## Strain and the band gap of layered WS2

Tungsten disulfide is a stack of sheets. Strong W–S bonds hold each sheet together, while weak forces hold one sheet to the next. In the table below all cell edges are scaled by the same percentage, the strain, and the atoms then settle inside the fixed cell. The energy change is counted from the unstrained crystal. The band gap is the step from the highest filled to the lowest empty electron state.

WS2 crystal (P6_3/mmc, unstrained a = 3.154 Å, c = 12.146 Å) under equal strain along all axes, atoms relaxed in the fixed cell; energy and volume changes are relative to the unstrained crystal. Ansatz 0.2.0, PBE with D3(BJ) dispersion, plane-wave PAW, scalar-relativistic, no spin polarisation, cutoff 420 eV, Gamma-centred 12×12×4 k mesh.

```tsv
strain (%)	energy change (meV/atom)	volume change (%)	band gap (eV)
-3	38.7	-8.73	0.656
-2	16.6	-5.88	0.743
-1	4.0	-2.97	0.819
1	3.8	3.03	0.941
2	14.8	6.12	0.937
3	32.2	9.27	0.781
```

### 1. Which costs more, squeezing or stretching?

Squeezing does. At 3 % it takes 38.7 meV per atom against 32.2 for stretching, which is 20 % more than the stretch. The order is the same at 2 %, but at 1 % the two costs are too close for their difference to carry meaning. Both grow roughly as the square of the strain, as for a spring: three times the strain costs about nine times the energy.

### 2. The stretch changes the volume more. Why is it cheaper?

The work done on a crystal is pressure times volume change, $dE=-P\,dV$. Under equal strain $P$ is the average of the stresses along the three axes, positive in compression. A stretched crystal sweeps out more volume with each further step, which alone would make stretching dearer. However, its resistance grows more slowly than that of a squeezed one, and this effect wins. The reason is general: repulsion between atoms rises steeply as they approach, while the pull that holds them together fades as they part.

A short calculation puts a size on this. For a small strain $s$ the volume changes by the fraction $3s$, so $P\approx-3Ks$, where $K$ is the stiffness against equal strain. It is not the bulk modulus under uniform pressure. At −1 % the stress is 3.3 GPa within the sheets but only 0.97 GPa across them, so under uniform pressure the crystal would give way mostly between the sheets and is expected to be clearly softer. Summing up the work gives $E\approx\tfrac{9}{2}KV_0s^2$, with $V_0$ the unstrained volume per atom. The same calculations give pressures of 2.55 GPa at −1 % and −2.25 GPa at +1 %, hence $K=80$ GPa and a cost of 35 meV per atom at 3 % in either direction.

That value lies between the two computed ones, because a pure square cannot tell squeeze from stretch. The two pressures, however, are unequal in size. This imbalance, together with the larger volume swept out by each further step of stretching, supplies a cubic term. With it the model predicts 38.2 meV per atom for the 3 % squeeze and 32.3 for the stretch, within about 0.5 of the table. No energy entered the prediction, yet pressures and energies share one functional, so the agreement tests the reasoning rather than the functional. The strained runs also warn that their self-consistency threshold was loose for stresses. The cubic term rests on a small difference between two pressures and would suffer first, but the match with the energies shows no sign of a large error.

### 3. The gaps at +1 % and +2 % are almost equal. Is this the flat top of one curve?

No. The energy follows one state of the crystal throughout, but the gap is a difference between two electron states, and one of them is exchanged on the way. The highest filled state lies at Γ, the centre of the space of electron wave vectors, in every row. The lowest empty state lies near Q, midway between Γ and the corner K, up to +1 %. At +2 % and +3 % it lies at K.

The column therefore joins two gaps. The gap to Q widens with stretching, by 0.061 eV per percent around zero strain. The gap to K narrows by 0.156 eV from +2 % to +3 %. For anyone who would read strain from a gap, this is a trap: a value near 0.94 eV fits two different strains.

### 4. Does the 4 meV between those two rows mean anything?

Its size should carry little weight. On the calculation's grid of wave vectors the gap at +1 % comes out 5 meV wider than in the table, and at −3 % it comes out 17 meV wider. At +2 % and +3 % grid and table agree. The likely reason is that K is itself a grid point, whereas the lowest state near Q falls slightly beside one.

How the lowest state near Q is located thus shifts those gaps by up to 0.02 eV. That leaves the trend intact but can change even the second decimal: on the grid the gap at +1 % exceeds the one at +2 % by 10 meV instead of 4. The choice of grid matters too. A 12×12 grid contains K because 12 is divisible by three. A 10×10 grid would step over it, and a gap read from that grid alone would be too wide at +2 % and +3 %.

### 5. Where does the gap peak, and how wide is it there?

The peak lies where the two gaps are equal. To find it, a gently bent curve was fitted to the four rows with the empty state near Q and carried on to larger strain. The rows at +2 % and +3 % took no part in that fit; they define the branch that belongs to K.

At +2 % the curve puts the gap to Q at 0.986 eV, while the table has 0.937, so K already lies 0.049 eV lower. At +3 % K lies 0.241 eV lower. In one percent of strain K has therefore sunk against Q by $0.241-0.049\approx0.19$ eV.

Going back from +2 %, the lead of 0.049 eV is used up after $0.049/0.19\approx0.26$ % of strain. The crossing is then near 1.7 %, and the gap there is $0.937+0.26\times0.156\approx0.98$ eV. A straight line in place of the bent curve moves the crossing to 1.6 % and the peak to 0.99 eV. The branch to K rests on two rows, so its straightness is an assumption. The output printed after the text gives both fits.

### 6. Why do the two gaps respond in opposite ways?

Both gaps start from the same filled state at Γ, so whatever strain does to that state shifts them equally. The opposite response must come from the empty states. Theory explains it by what each state is made of.

The empty state at K consists mainly of a tungsten d orbital that is antibonding towards sulfur: its energy is raised by the overlap with its neighbours. Longer W–S bonds reduce the overlap, and the state sinks. The state near Q has more sulfur character and reaches into the neighbouring sheet, and this contact between sheets lowers it. As the sheets move apart, it loses that lowering. This is not the only cause. Stretching within the plane is expected to lower K against Q even in a single sheet, which has no neighbour to lose.

The filled state at Γ also feels the next sheet, but there the contact pushes it up. Moving the sheets apart would by itself let it sink and widen both gaps. Strain within each sheet is expected to work the other way, and the calculations suggest that it wins. From +2 % to +3 % the smallest direct gap falls from 1.602 to 1.500 eV, by 0.102 eV, while the gap from Γ to K falls by 0.156 eV. If that direct gap lies at K, as expected, the filled state at Γ rises against the filled state at K by about 0.054 eV and supplies a third of the narrowing. The table changes bond lengths and sheet distance together, so it shows the sum of these effects and not the share of each.

### 7. What would a single sheet do?

The same reasoning can be turned round. Take away the neighbouring sheets, and the filled state at Γ loses its upward push while the empty state near Q loses its lowering. Both edges then pass to K, and the gap becomes direct, which is the well-known behaviour of a single WS2 sheet. Stretching such a sheet narrows its gap from the start. A single sheet can have a widening branch too, but only under compression, where its lowest empty state moves from K to Q. The mark of the stacked crystal is that the widening goes on past zero strain.

### 8. What would a better treatment of the electrons change?

That depends on whether it moves the empty states together or against each other. The PBE functional used here makes gaps too small. A correction that raised all empty states equally would lift every gap in the table but leave the crossing in place.

Spin–orbit coupling, which is strong in tungsten and left out here, need not act equally on Q and K. Suppose it lowered Q against K by 50 meV. Since K sinks against Q by 0.19 eV per percent, the crossing would move up by about 0.26 %, to roughly +2 %. The row at +2 % would then sit on the border between the two branches, while the row at +3 %, with its lead of 0.241 eV, would keep its lowest empty state at K. The existence of a peak is therefore safer than its position.

The analysis program printed:

```
Extra cost of 3 % squeeze over 3 % stretch (meV/atom): 6.5
The same extra cost in % of the stretch energy: 20.19
Stiffness against equal strain from pressures at -1 and +1 % (GPa): 80
Energy at 3 % from the square term alone (meV/atom): 35.28
Energy predicted from pressures and mesh gap less table gap:
  row  predicted meV/atom  computed meV/atom  mesh excess meV
   -3               38.21               38.7            16.97
   -2               16.55               16.6            12.83
   -1               4.028                  4             9.54
    1               3.811                3.8             5.24
    2               14.81               14.8            -0.38
    3               32.34               32.2            -0.24
fit of band_gap on 4 rows (strain < 1.5): constant 0.8852 +/- 0.00022, coefficient of strain 0.0609 +/- 0.00018, coefficient of strain**2 -0.005159 +/- 8.1e-05; rms 0.000143, worst -2 -0.000218, leave-one-out rms 0.00161
  rows outside the fit (model, value, miss): 2 0.9864, 0.937, 0.0494; 3 1.022, 0.781, 0.241
fit of band_gap on 4 rows (strain < 1.5): constant 0.8779 +/- 0.0085, coefficient of strain 0.07049 +/- 0.0044; rms 0.00915, worst -1 -0.0116, leave-one-out rms 0.0266
  rows outside the fit (model, value, miss): 2 1.019, 0.937, 0.0818; 3 1.089, 0.781, 0.308
Slope of Q gap from -1 to +1 % (eV per % strain): 0.061
Slope of K gap from +2 to +3 % (eV per % strain): -0.156
Gap at +2 % less gap at +1 % (meV): -4
Motion of K against Q with bent Q curve (eV per % strain): -0.1911
Crossing strain with bent Q curve (%): 1.742
Gap at that crossing (eV): 0.9773
Crossing strain with straight Q line (%): 1.639
Gap at the straight-line crossing (eV): 0.9934
Shift of crossing for an assumed 50 meV valley error (% strain): 0.2616
Unstrained mesh gap less bent Q curve at zero strain (meV): 7.673
```
